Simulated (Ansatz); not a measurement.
**CdI2: one crystal by all-electron and frozen-core methods**

Aim: solve CdI2 at one geometry with LAPW, all electrons, PAW on the default files and all-electron PAW on datasets made for the crystal, and see where they agree.

Method: DFT PBE, scalar-relativistic, in Ansatz 0.2.0.

## (1) The system as given

The structure is trigonal, space group P-3m1 (No. 164). The conventional cell has a = 4.244 Å, b = 4.244 Å, c = 6.859 Å, α = 90.00°, β = 90.00°, γ = 120.00°. Cd (site symmetry -3m) is surrounded by 6 I at 2.99 Å. I (site symmetry 3m) is surrounded by 3 Cd at 2.99 Å.

Coordinates:

```
CELL_PARAMETERS angstrom
4.24400 0.00000 0.00000
-2.12200 3.67541 0.00000
0.00000 0.00000 6.85900
ATOMIC_POSITIONS crystal
Cd 0.00000 0.00000 0.00000
I 0.33333 0.66667 0.24920
I 0.66667 0.33333 0.75080
```

The structure is an experimental refinement, used without relaxation.

Atoms are numbered in the order of the input: Cd1, I2, I3.

## (2) LAPW, all electrons

input.yaml

```yaml
crystal:
  lattice:
    - [4.2439992147, 0.0, 0.0]
    - [-2.1219996073, 3.6754111335, 0.0]
    - [0.0, 0.0, 6.859]
  atoms:
    - { symbol: Cd, position: [0.0, 0.0, 0.0] }
    - { symbol: I, position: [0.3333333333, 0.6666666667, 0.2492] }
    - { symbol: I, position: [0.6666666667, 0.3333333333, 0.7508] }
kpoints:
  mp_grid: { grid: [7, 7, 4] }
  band_path:
    path:
      - [0.0, 0.0, 0.0]
      - [0.5, 0.0, 0.0]
      - [0.3333333333, 0.3333333333, 0.0]
      - [0.0, 0.0, 0.0]
      - [0.0, 0.0, 0.5]
      - [0.5, 0.0, 0.5]
      - [0.3333333333, 0.3333333333, 0.5]
      - [0.0, 0.0, 0.5]
      - [0.5, 0.0, 0.5]
    npoints: 8
scf:
  occupations: { method: fermi_dirac, width: 0.02 }
hamiltonian:
  xc: pbe
  pseudopotentials: { kind: all_electron, lapw: { basis_error: 0.001 } }
output:
  forces: true
  stress: true
  eigenvalues: true
  populations: true
  dos: { projected: true, de: 0.2, e_range: [-14, 8] }
```

## (3) PAW on the default files

Edit input.yaml of step 2 so:

```diff
@@ -27,3 +27,3 @@
   xc: pbe
-  pseudopotentials: { kind: all_electron, lapw: { basis_error: 0.001 } }
+  pseudopotentials: { kind: paw }
 output:
@@ -32,3 +32,5 @@
   eigenvalues: true
+  efg: { contact_densities: true }
   populations: true
+  bader: true
   dos: { projected: true, de: 0.2, e_range: [-14, 8] }
```

## (4) All-electron PAW on datasets made for the crystal

Edit input.yaml of step 3 so:

```diff
@@ -27,3 +27,3 @@
   xc: pbe
-  pseudopotentials: { kind: paw }
+  pseudopotentials: { kind: all_electron, datasets: crystal }
 output:
@@ -33,4 +33 @@
   efg: { contact_densities: true }
-  populations: true
-  bader: true
-  dos: { projected: true, de: 0.2, e_range: [-14, 8] }
```

(Steps that only read results are left out.)

Q: Predict the outcome of this session. Wanted: pressure; gap; largest force; Bader charges.

**Answer**, as computed:

| quantity | value |
| --- | --- |
| pressure | LAPW 1.86, PAW 1.86, crystal datasets 1.86 GPa |
| gap (LAPW) | 2.39 eV |
| largest force | LAPW 0.122, PAW 0.122, crystal datasets 0.123 eV/Å |
| Bader charges (PAW) | Cd1 +0.79, I2 -0.39 e |

The pressure of 1.9 GPa pushes the cell to expand, with the atoms held in place. The gap is 2.39 eV. Spin-orbit coupling is left out, though the cell holds I; it can shift such gaps by tenths of an eV. The top eV of the valence band is mostly I 5p (98 % of the projected weight). The projection holds only the free atom's occupied shells (Cd 5s, Cd 4d, I 5p in this range). The field gradient at I2, the largest by crystal datasets, is -5.61 by PAW and -5.61 by crystal datasets (10²¹ V/m²), within 5 %. Spin–orbit coupling is left out, which moves gradients at and beside heavy atoms by some per cent and at worst by a factor of two. PAW lies less than 0.01 GPa from LAPW in pressure and less than 0.01 eV in the gap. The forces differ by at most 1 meV/Å in a component, on a largest force of 0.122 eV/Å.

The gaps are Kohn-Sham values of a semilocal functional, not quasiparticle or optical gaps. Such gaps usually fall short of the measured ones; spin-orbit coupling, left out here, narrows gaps with I, so the two errors partly cancel.
